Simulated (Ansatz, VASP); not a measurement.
## AlN: VASP beside Ansatz

Wanted: the spread between two codes on one cell, functional and k mesh.

Method: plane waves, with VASP 6.6.1 beside it; single point at r2SCAN and single point at PBE, in Ansatz 0.2.0.

## 1. Set-up

It takes space group F-43m (No. 216, cubic). The conventional cell has a = 4.279 Å, b = 4.279 Å, c = 4.279 Å, α = 90.00°, β = 90.00°, γ = 90.00°. Al has 4 N at 1.85 Å nearest. N has 4 Al at 1.85 Å nearest. Farther neighbours and most contacts between anions are not listed.

Structure file:

```cif
data_structure
_symmetry_space_group_name_H-M 'F-43m'
_symmetry_Int_Tables_number 216
_cell_length_a 4.2788
_cell_length_b 4.2788
_cell_length_c 4.2788
_cell_angle_alpha 90.000
_cell_angle_beta 90.000
_cell_angle_gamma 90.000
_cell_volume 78.34
loop_
_atom_site_label
_atom_site_type_symbol
_atom_site_symmetry_multiplicity
_atom_site_Wyckoff_symbol
_atom_site_fract_x
_atom_site_fract_y
_atom_site_fract_z
_atom_site_occupancy
Al1 Al 4 a 0.00000 0.00000 0.00000 1
N1 N 4 d 0.25000 0.25000 0.75000 1
```

## 2. VASP: single point, r2SCAN

A single point gives forces, pressure and levels at one fixed geometry, so differences don't come from the geometry; what else differs is listed under the comparison.

Lines of VASP's logs that name or quote its potential files are left out, and so is its time.

Input file INCAR:

```
SYSTEM = AlN
PREC = Accurate
ENCUT = 470
EDIFF = 1E-06
NELM = 100
ISMEAR = 0
SIGMA = 0.05
LREAL = .FALSE.
ALGO = Normal
METAGGA = R2SCAN
LASPH = .TRUE.
NBANDS = 10
LWAVE = .FALSE.
LCHARG = .FALSE.
KPAR = 8
```

Input file POSCAR:

```
AlN
1.0
    0.0000000000      2.1394097525      2.1394097525
    2.1394097525      0.0000000000      2.1394097525
    2.1394097525      2.1394097525      0.0000000000
Al N
1 1
Direct
    0.0000000000      0.0000000000      0.0000000000
    0.2500000000      0.2500000000      0.2500000000
```

Input file KPOINTS:

```
Automatic mesh
0
Gamma
4 4 4
0 0 0
```

The projector-augmented-wave data sets are Al_GW and N_GW (PBE family, release 64).

On the command line:

```bash
$ mpirun -np 8 vasp_std
```

Numbers of over 12 decimals in the logs are rounded to 6 here.

The log of the run:

```text
[banner, memory and clock lines left out]
running    8 mpi-ranks, on    1 nodes
 distrk:  each k-point on    1 cores,    8 groups
 distr:  one band on    1 cores,    1 groups

 POSCAR found type information on POSCAR AlN
 POSCAR found :  2 types and       2 ions
|                                                                             |
|           W    W    AA    RRRRR   N    N  II  N    N   GGGG   !!!           |
|           W    W   A  A   R    R  NN   N  II  NN   N  G    G  !!!           |
|           W    W  A    A  R    R  N N  N  II  N N  N  G       !!!           |
|           W WW W  AAAAAA  RRRRR   N  N N  II  N  N N  G  GGG   !            |
|           WW  WW  A    A  R   R   N   NN  II  N   NN  G    G                |
|           W    W  A    A  R    R  N    N  II  N    N   GGGG   !!!           |
|                                                                             |
|     For optimal performance we recommend to set                             |
|       NCORE = 2 up to number-of-cores-per-socket                            |
|     NCORE specifies how many cores store one orbital (NPAR=cpu/NCORE).      |
|     This setting can greatly improve the performance of VASP for DFT.       |
|     The default, NCORE=1 might be grossly inefficient on modern             |
|     multi-core architectures or massively parallel machines. Do your        |
|     Unfortunately you need to use the default for GW and RPA                |
|     calculations (for HF NCORE is supported but not extensively tested      |
|     yet).                                                                   |
|                                                                             |

|                                                                             |
|               ----> ADVICE to this user running VASP <----                  |
|                                                                             |
|     You enforced a specific xc type in the INCAR file but a different       |
|     [... a line on the potential file left out ...]
|     I HOPE YOU KNOW WHAT YOU ARE DOING!                                     |
|                                                                             |

 LDA part: xc-table for (None), standard interpolation
 POSCAR, INCAR and KPOINTS ok, starting setup
 FFT: planning ... GRIDC
 FFT: planning ... GRID_SOFT
 FFT: planning ... GRID
 WAVECAR not read
 entering main loop
       N       E                     dE             d eps       ncg     rms          rms(c)
DAV:   1     0.136229757714E+02    0.13623E+02   -0.44862E+03   160   0.703E+02
DAV:   2    -0.224487919698E+02   -0.36072E+02   -0.35081E+02   194   0.191E+02
DAV:   3    -0.236837366346E+02   -0.12349E+01   -0.12302E+01   196   0.297E+01
DAV:   4    -0.236900448518E+02   -0.63082E-02   -0.63070E-02   210   0.266E+00
DAV:   5    -0.236901232431E+02   -0.78391E-04   -0.78391E-04   208   0.235E-01    0.841E+00
DAV:   6    -0.189617780775E+02    0.47283E+01   -0.90540E+00   204   0.201E+01    0.224E+00
DAV:   7    -0.190536666695E+02   -0.91889E-01   -0.41639E-01   182   0.469E+00    0.146E+00
DAV:   8    -0.190768860080E+02   -0.23219E-01   -0.29460E-02   164   0.254E+00    0.190E-01
DAV:   9    -0.190766678210E+02    0.21819E-03   -0.16204E-03   236   0.404E-01    0.566E-02
DAV:  10    -0.190767406893E+02   -0.72868E-04   -0.12764E-04   174   0.157E-01    0.395E-03
DAV:  11    -0.190767410278E+02   -0.33855E-06   -0.36733E-06   198   0.152E-02
   1 F= -.19076741E+02 E0= -.19076741E+02  d E =-.101139E-11
```

OUTCAR, selected parts (step 2):

```text
ion  position               nearest neighbor table
   1  0.000  0.000  0.000-   2 1.85   2 1.85   2 1.85   2 1.85
   2  0.250  0.250  0.250-   1 1.85   1 1.85   1 1.85   1 1.85

  LATTYP: Found a face centered cubic cell.
 ALAT       =     4.2788195050

 Subroutine GETGRP returns: Found 24 space group operations
 (whereof 24 operations were pure point group operations)

The static configuration has the point symmetry T_d .

 Found      8 irreducible k-points:

   k-points           NKPTS =      8   k-points in BZ     NKDIM =      8   number of bands    NBANDS=     10

   dimension x,y,z NGX =    24 NGY =   24 NGZ =   24
   dimension x,y,z NGXF=    48 NGYF=   48 NGZF=   48

   ENCUT  =  470.0 eV  34.54 Ry    5.88 a.u.   5.35  5.35  5.35*2*pi/ulx,y,z

   NELECT =       8.0000    total number of electrons

 k-points in reciprocal lattice and weights: Automatic mesh
   0.00000000  0.00000000  0.00000000       0.016
   0.25000000  0.00000000  0.00000000       0.125
   0.50000000  0.00000000  0.00000000       0.062
   0.25000000  0.25000000  0.00000000       0.094
   0.50000000  0.25000000  0.00000000       0.375
  -0.25000000  0.25000000  0.00000000       0.188
   0.50000000  0.50000000  0.00000000       0.047
  -0.25000000  0.50000000  0.25000000       0.094

 average (electrostatic) potential at core
       1 -52.1101       2 -62.1580

 E-fermi :   5.4577

 k-point     1 :       0.0000    0.0000    0.0000
  band No.  band energies     occupation
      1     -10.9092      2.00000
      2       5.2287      2.00000
      3       5.2287      2.00000
      4       5.2287      2.00000
      5      10.6723      0.00000
      6      19.3424      0.00000
      7      19.3424      0.00000
      8      19.3424      0.00000
      9      24.3167      0.00000
    ...

 k-point     2 :       0.2500    0.0000    0.0000
  band No.  band energies     occupation
      1      -9.9924      2.00000
      2       1.8276      2.00000
      3       4.9625      2.00000
      4       4.9625      2.00000
      5      12.9873      0.00000
      6      17.7353      0.00000
      7      18.9378      0.00000
      8      18.9378      0.00000
      9      23.0479      0.00000
    ...

 k-point     3 :       0.5000    0.0000    0.0000
  band No.  band energies     occupation
      1      -8.7047      2.00000
      2      -0.9672      2.00000
      3       4.7270      2.00000
      4       4.7270      2.00000
      5      13.9971      0.00000
      6      16.4919      0.00000
      7      17.5600      0.00000
      8      17.5600      0.00000
      9      25.4022      0.00000
    ...

  Total        1.6337317      1.6337317      1.6337317      0.0000000     -0.0000000     -0.0000000
  in kB      133.6532117    133.6532117    133.6532117      0.0000000     -0.0000000     -0.0000000
  external PRESSURE =     133.6532117 kB  Pullay stress =       0.0000000 kB

  energy-cutoff  :      470.00
  volume of cell :       19.58
      direct lattice vectors                 reciprocal lattice vectors
     0.000000000  2.139409753  2.139409753    -0.233709321  0.233709321  0.233709321
     2.139409753  0.000000000  2.139409753     0.233709321 -0.233709321  0.233709321
     2.139409753  2.139409753  0.000000000     0.233709321  0.233709321 -0.233709321

 POSITION                                       TOTAL-FORCE (eV/Angst)
 -----------------------------------------------------------------------------------
      0.00000      0.00000      0.00000         0.000000      0.000000     -0.000000
      1.06970      1.06970      1.06970        -0.000000     -0.000000      0.000000
 -----------------------------------------------------------------------------------
    total drift:                                0.000001      0.000001      0.000001

  FREE ENERGIE OF THE ION-ELECTRON SYSTEM (eV)
  ---------------------------------------------------
  free  energy   TOTEN  =       -19.0767410278 eV

  energy  without entropy=      -19.0767410278  energy(sigma->0) =      -19.07674103

[... 3 further parts left out ...]
```

The run ends at a pressure of 13.37 GPa.

## 3. Ansatz: single point, r2SCAN

Ansatz runs on its default PAW (the set named soft_2) files.

The same cell, functional, mesh and smearing now go to Ansatz, which takes its cutoff from its data sets.

Input file input.yaml:

```yaml
crystal:
  lattice:
    - [0.0, 2.1394097525, 2.1394097525]
    - [2.1394097525, 0.0, 2.1394097525]
    - [2.1394097525, 2.1394097525, 0.0]
  atoms:
    - { symbol: Al, position: [0.0, 0.0, 0.0] }
    - { symbol: "N", position: [0.25, 0.25, 0.25] }
hamiltonian:
  xc: r2scan
  pseudopotentials: { kind: paw }
kpoints:
  mp_grid: { grid: [4, 4, 4] }
scf:
  occupations: { method: gaussian, width: 0.05 }
  n_extra_bands: 4
output:
  forces: true
  stress: true
  eigenvalues: true
```

On the command line:

```bash
$ ansatz run input.yaml --threads 2 --pin off --max-ram 4608MiB --backend cpu --events-out ev --progress --plain --runs-dir out
```

The log of the run:

```text
scf.n_extra_bands = 4 over 4 filled bands (N_el = 8.0): the run solves 8 bands
Engine: ansatz 0.2.0, aarch64-unknown-linux-gnu
Pseudopotentials: kind: paw
Pseudopotential: Al, paw, valence charge 3, recommended cutoff 500 eV (meta_gga), Al.paw.azcp
Pseudopotential: N, paw, valence charge 5, recommended cutoff 500 eV (meta_gga), N.paw.azcp
Functional definition: r2SCAN
  parameter k0 = 0.174
  parameter k1 = 0.065
  parameter a1 = 4.9479
  exchange = r2scan_x(k0 = k0, k1 = k1, a1 = a1)
  correlation = r2scan_c
Crystal: 2 atoms, lattice volume = 19.584 Å³
Basis set: ecut = 500 eV, 531 PW (Γ), exchange–correlation on 96×96×96 points (64 copies of the dense FFT grid, shifted against one another)
Bands: 8, of which v1, the nominal top of the filled ones, is band 4 counted from 1 (3 counted from 0)
Symmetry: 24 space group operations
Space group: F-43m (ITA 216), of the structure as read, at distance tolerance 2.7e-5 Å
k-points: 8 of 64 (time reversal used)
Non-local potential: Al, projectors of the file, l = 0: 2, l = 1: 2, l = 2: 1
Non-local potential: N, projectors of the file, l = 0: 2, l = 1: 2, l = 2: 1
PAW form: soft (Blöchl's): semilocal exchange-correlation on the pseudo side does not see the compensation charge
PAW frozen core: Al, regenerated for the run's functional (the file was generated under x = pbe(κ = 0.804, μ = 0.219515), c = pbe(β = 0.066725))
PAW frozen core: N, regenerated for the run's functional (the file was generated under x = pbe(κ = 0.804, μ = 0.219515), c = pbe(β = 0.066725))
PAW one-centre angular grid: Al, 302 points (default); XC on 160 Gauss nodes
PAW one-centre angular grid: N, 302 points (default); XC on 160 Gauss nodes
Initial density: superposition of atomic densities (neutral atoms: chi_scale 0, normalization atom), corrected by the library's trained network
Initial wavefunctions: pseudopotential atomic-orbital guess
Functional: x = r2scan, c = r2scan; τ floored in thin density (d = 2e-4 eV/Å³)
SCF iter   1: F=—  HF=-928.269633 eV  |F-HF|=—  |Δ(HF+E_count)|=         —  Δρ=8.19e-3  dr2=1.48e-2  dr2_τ=1.90e-1  ethr=1.77e-3  ⟨swp⟩=4.8  Hψ=466  notcnv=0
preconditioner: auto → none  [insulator: Δε(μ)=4.005 eV  Ē_g=17.200 eV  σ=0.050 eV  W_gap=1.00  n_scr=0 (ndim 8)  ℏωp=23.7 eV  f_vac=0.000  D(μ)=0.00/eV (n_scr^D=0)  ε∞_Penn≈2.9]
SCF iter   2: F=—  HF=-928.348005 eV  |F-HF|=—  |Δ(HF+E_count)|=   7.84e-2  Δρ=5.05e-3  dr2=2.06e-3  dr2_τ=3.11e-4  ethr=1.85e-4  ⟨swp⟩=2.5  Hψ=196  notcnv=0
SCF iter   3: F=—  HF=-928.347927 eV  |F-HF|=—  |Δ(HF+E_count)|=   7.81e-5  Δρ=1.64e-3  dr2=2.65e-4  dr2_τ=3.38e-5  ethr=2.57e-5  ⟨swp⟩=1.2  Hψ=66  notcnv=0
SCF iter   4: F=—  HF=-928.347898 eV  |F-HF|=—  |Δ(HF+E_count)|=   2.98e-5  Δρ=1.91e-4  dr2=7.39e-6  dr2_τ=4.34e-7  ethr=3.32e-6  ⟨swp⟩=2.0  Hψ=93  notcnv=0
SCF iter   5: F=—  HF=-928.347896 eV  |F-HF|=—  |Δ(HF+E_count)|=   1.30e-6  Δρ=5.23e-5  dr2=6.14e-7  dr2_τ=3.10e-8  ethr=9.23e-8  ⟨swp⟩=2.2  Hψ=91  notcnv=0
SCF iter   6: F=-928.347896 eV  HF=-928.347896 eV  |F-HF|=2.21e-8  |Δ(HF+E_count)|=   2.51e-8  Δρ=1.49e-5  dr2=5.00e-8  dr2_τ=7.39e-10  ethr=1.25e-9  ⟨swp⟩=5.1  Hψ=343  notcnv=0
SCF 1 converged in 6 iterations: F = -928.347896 eV  dr2 = 5.00e-8
  greatest PAW one-centre occupation: 0.797 electrons in one spin orbital (limit 2), on the N atom at site 1 (counted from 0), in its partial waves of l = 0
SCF converged after 6 iterations
Free energy (F): -928.347896 eV
Harris-Foulkes:  -928.347896 eV  (|F-HF|=2.21e-8)
Internal energy: -928.347896 eV  (E = F + TS)
E sigma→0 (E₀):  -928.347896 eV
Fermi energy:    9.370179 eV
--- Per-component energies (eV) ---
  E_band       = 16.028691
  E_kinetic    = 163.595127
  E_local      = -218.101371  (includes V_loc(G=0)·N_el)
  E_nonlocal   = 54.950628
  E_hartree    = 76.758992
  E_xc         = -99.716952
  E_vxc        = -120.275146  (∫ρ·V_xc dr)
  E_paw        = -602.960101  (= ΣΔE_a)
  E_vpaw       = -24.064171  (= ΣTr[D̂ρ^β])
  E_aug_tail   = 0.000020  (compensation charges beyond the density's cutoff)
  E_vtau       = 6.409089  (kinetic-family band-sum trace: ∫τ·v_τ [+ j·A + Jᵃ·Aᵃ] dr)
  E_ewald      = -302.784566
  E_core_change = -0.089673  (= ΣΔE_core)
  E_smearing   = -0.000000  (= −TS)
  E_closure    = 0.000000  (closes the sum)
  Σ components = -928.347896   (vs F -928.347896, Δ=0.00e0)
--- Forces (eV/Å), atoms counted from 1 ---
  atom   1  Al     0.00000000    -0.00000000    -0.00000000
  atom   2  N     -0.00000000     0.00000000     0.00000000
  max |Σ_I F_I| component: 2.68e-16 eV/Å
--- Stress (GPa, compression-positive) ---
       15.048182      -0.000000      -0.000000
       -0.000000      15.048182       0.000000
       -0.000000       0.000000      15.048182
  P = ⅓ Tr σ = 15.0482 GPa (150.482 kbar)
--- Band table (eV; the first three rows and the last of 8) ---
  k-point 0: bands = ["-8.7281", "7.3864", "7.3864", "7.3864", "12.8159", "21.5492", "21.5492", "21.5492"]
  k-point 1: bands = ["-7.8135", "3.9949", "7.1238", "7.1238", "15.1419", "19.9219", "21.1105", "21.1105"]
  k-point 2: bands = ["-6.5316", "1.2128", "6.8913", "6.8913", "16.1645", "18.6482", "19.7247", "19.7247"]
  k-point 7: bands = ["-5.7864", "3.5236", "3.6707", "4.5662", "14.2481", "20.1087", "20.8717", "21.5971"]
```

Run time: 1.1 s. Hardware: 2 threads of Arm Neoverse N1, shared host; peak memory 0.28 GiB.

In the SCF lines HF is the Harris–Foulkes energy and dr2 the Hartree energy of the density residual, in eV; the loop may stop once dr2 is under the threshold and the program's other checks hold. Hψ counts applications of the Hamiltonian.

The run ends at a pressure of 15.05 GPa.

## 4. Comparison

Known differences besides the potentials themselves: VASP keeps PBE cores, Ansatz makes them for the functional; the cutoff is 500 eV in Ansatz and 470 eV in VASP. Total energies have different zeros and are not compared.

Both answers:

```
              quantity  Ansatz   VASP  difference
gap on the k mesh (eV)   3.968  3.963      +0.005
```

Not compared: the pressure (VASP's GW data sets at this cutoff don't carry it). A gap on the mesh is an upper bound, since the band edges may lie between its points.

## 5. Further runs

Further runs change the set-up of one program: Ansatz's method, potentials or start, or VASP's data sets, cutoff or form of LDA. The table gives Ansatz less VASP for each quantity, since a change that brings one quantity closer may part another.

```
                                        run  gap on the k mesh (eV)
                                   as above                  0.0050
                       cores kept as stored                  0.0072
          Ansatz's all-electron LAPW method                  0.0044
   Ansatz's larger PAW set (cutoff 1050 eV)                  0.0036
norm-conserving potentials (cutoff 1252 eV)                  0.0075
```

[end of part 1 of 2]

[Lines on the potential files, build, host, timing and source positions are cut from VASP's logs without a mark.]

[Logs are printed without paths, hosts, clocks, repeated set-up lines and the standing remarks that a program may print on its own settings, such as how far it seeks lower states.]

[Hosts, paths, dates, database ids (printed as entryN), source tags and the programs' standing remarks are cut or masked in the printed files.]
